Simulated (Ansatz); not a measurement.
Crystal: MnO2.

```xyz
6
Lattice="2.9042 0.0000 0.0000 0.0000 3.8448 0.0000 0.0000 0.0000 6.1643" Properties=species:S:1:pos:R:3 pbc="T T T"
Mn    1.4521    1.9224    2.1162
Mn    0.0000    0.0000    4.0481
O     1.4521    0.0000    5.1630
O     0.0000    1.9224    1.0013
O     1.4521    0.0000    2.6001
O     0.0000    1.9224    3.5642
```

Measurements of this composition are mostly on another form, of space group No. 136.

Base run:

* Program: Ansatz 0.2.0
* Functional: r2SCAN
* Potentials or basis: Ansatz PAW
* Cutoff: 500 eV (not typed: the program's choice for these potentials)
* k mesh: 7 × 5 × 4
* Occupations: fermi-dirac, width 0.05 eV
* Spin: collinear spin, ferromagnetic start
* Starting moments: [4.0, 4.0, 0.0, 0.0, 0.0, 0.0] μB

Its results: band gap on the k mesh none (metal or under the smearing width); pressure -12.6 GPa; net moment 6.00 μB per cell; site moments Mn +2.53; O +0.06, -0.02 μB; largest force 1.058 eV/Å.

Q: The run is repeated on the same cell with these changes: functional from r2SCAN to PBE; cutoff from 500 eV (not typed: the program's choice for these potentials) to 420 eV (not typed: the program's choice for these potentials). What comes out?

A: Band gap on the k mesh none (metal or under the smearing width); pressure -7.2 GPa; net moment 6.00 μB per cell; site moments Mn +2.41; O +0.12, +0.00 μB; largest force 0.802 eV/Å.

Caveats: semilocal functionals often make such compounds metallic where correlation or magnetic order opens a gap, which also shifts bond lengths; only a ferromagnetic start was run, and an antiferromagnetic order may lie lower in energy; the magnetic or orbital state may not be the lowest (some runs); the PAW data sets come from PBE, with cores solved anew for the run's functional, which leaves a small shift of forces and pressure (some runs); forces of over 1 eV/Å show positions far from the minimum, so gaps and moduli don't describe the material at rest (some runs).
